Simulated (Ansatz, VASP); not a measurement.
One calculation of B, two programs

INCAR

```
SYSTEM = B
PREC = Accurate
ENCUT = 520
EDIFF = 1E-7
ISMEAR = 0
SIGMA = 0.15
LREAL = .FALSE.
LASPH = .TRUE.
NELM = 60
ALGO = Normal
ISIF = 2
LWAVE = .FALSE.
LCHARG = .FALSE.
GGA = PS
NBANDS = 8
```

Contents of KPOINTS:

```
regular mesh
0
G
  33 33 14
  0 0 0
```

POSCAR

```
B
1.0
    1.6513605685      0.0000000000      0.0000000000
   -0.8256802843      1.4301202032      0.0000000000
    0.0000000000      0.0000000000      3.7444855355
B
1
Direct
    0.0000000000      0.0000000000      0.0000000000
```

Input for Ansatz:

```yaml
crystal:
  lattice:
    - [1.6513605685, 0.0, 0.0]
    - [-0.8256802843, 1.4301202032, 0.0]
    - [0.0, 0.0, 3.7444855355]
  atoms:
    - { symbol: B, position: [0.0, 0.0, 0.0] }
basis:
  ecutwfc: 420
kpoints:
  mp_grid: { grid: [33, 33, 14] }
hamiltonian:
  xc: pbesol
scf:
  occupations: { method: gaussian, width: 0.15 }
output:
  forces: true
  stress: true
  eigenvalues: true
```

Change from the starting cell: strain -0.030 along x and y, +0.030 along z, atoms carried along.

Alike in both runs: task single point; functional PBEsol; k mesh 33 × 33 × 14; occupations gaussian, width 0.15 eV; no spin polarisation.

|  | VASP | Ansatz |
| --- | --- | --- |
| version | VASP 6.6.1 | Ansatz 0.2.0 |
| potentials or method | VASP PAW PBE potentials, release 64 (B) | scalar-relativistic, plane waves, PAW |
| plane-wave cutoff (eV) | 520 | 420 |
| valence electrons in the cell | 3 | 3 |

|  | VASP | Ansatz | Ansatz less VASP |
| --- | --- | --- | --- |
| gap on the k mesh at the Fermi level (eV) | none | none | - |
| pressure (GPa) | 20.6 | 20.4 | -0.26 |
| largest component of the traceless stress (GPa) | 21.86 | 21.49 | -0.364 |

A gap of «none» marks a metal or a gap that the smearing closes.

Caveats: so large a pressure means that the cell lies far from this level's equilibrium, or that cutoff or potentials fall short (VASP); the potentials were made for another functional, which shifts forces and pressure (VASP).
